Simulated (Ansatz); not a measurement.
Low-index surfaces of HfN, space group Fm-3m (No. 225). Relaxed bulk:

```
Hf N
1.0
     0.00000    2.25078    2.25078
     2.25078    0.00000    2.25078
     2.25078    2.25078    0.00000
Hf N
1 1
Direct
  0.50000 0.50000 0.50000
  0.00000 0.00000 0.00000
```

Miller indices refer to the conventional cell, a = 4.502 Å, b = 4.502 Å, c = 4.502 Å, α = 90.00°, β = 90.00°, γ = 90.00°.

Level of theory: Ansatz, DFT PBEsol, scalar-relativistic, plane waves, PAW. Cutoff 420 eV, Γ-centred meshes, Gaussian smearing of 0.10 eV, no spin polarisation.

All atoms of each slab relax at the bulk's in-plane cell, with a dipole correction; γ is the mean of a slab's two faces. Bonds are neighbours within 10 % of the shortest distances in the bulk.

Question: Order these faces by relaxed surface energy, lowest first.
A. (110), ending in HfN (7 planes)
B. (111), ending in N and Hf (8 planes)

Answer: A (2.96 J/m²), B (3.06 J/m²).

Question: What are the details?

Answer: 
| face | planes | thickness (Å) | area (Å²) | cut bonds per Å² | γ as cut (J/m²) | γ relaxed (J/m²) | work function, top (eV) |
| --- | --- | --- | --- | --- | --- | --- | --- |
| (110), ending in HfN | 7 | 9.5 | 14.33 | 0.279 | 3.14 | 2.96 | 3.58 |
| (111), ending in N and Hf | 8 | 9.1 | 8.77 | 0.342 | 4.76 | 3.06 | 6.20 |

Faces whose slabs rebuild by over 0.8 Å, distort in their middle or lose their symmetry through the k mesh, and polar cuts of insulators, are left out. Of the terminations computed for a plane the cheapest is shown.

The slabs are thin, so differences under about 0.05 J/m² or 0.1 eV aren't settled, and faces are 1×1 cells, without the reconstructions that some real ones have. Spin-orbit coupling is left out, which matters for the bands of heavy elements. Spin polarisation was left out, and a magnetic state may lie lower.

The order follows the density of bonds that each cut crosses: the fewer, the cheaper the face.

The (110) face is the cheaper of the two, but relaxation narrows its lead from a wide margin to a small one. The (111) slab falls from 4.76 to 3.06 J/m², whereas (110) changes little, so bond counting gives the order but not the size of the gap. On (111) each outermost atom keeps three bonds, all to the layer beneath, and a shift along the normal can strengthen them together. Alternating Hf and N layers also make this orientation polar, and the carriers of metallic HfN can screen the resulting field. The work function of 6.20 eV probably belongs to the N-terminated side, where negatively charged N outermost forms a dipole that hinders electron escape; the Hf side should lie well below it. The separate energies of these two terminations shift in opposite directions with the nitrogen chemical potential, so either could undercut (110) under suitable conditions. The most stable face of HfN can't be read from this pair, since the nonpolar (100), which cuts the fewest bonds in rocksalt, is absent.
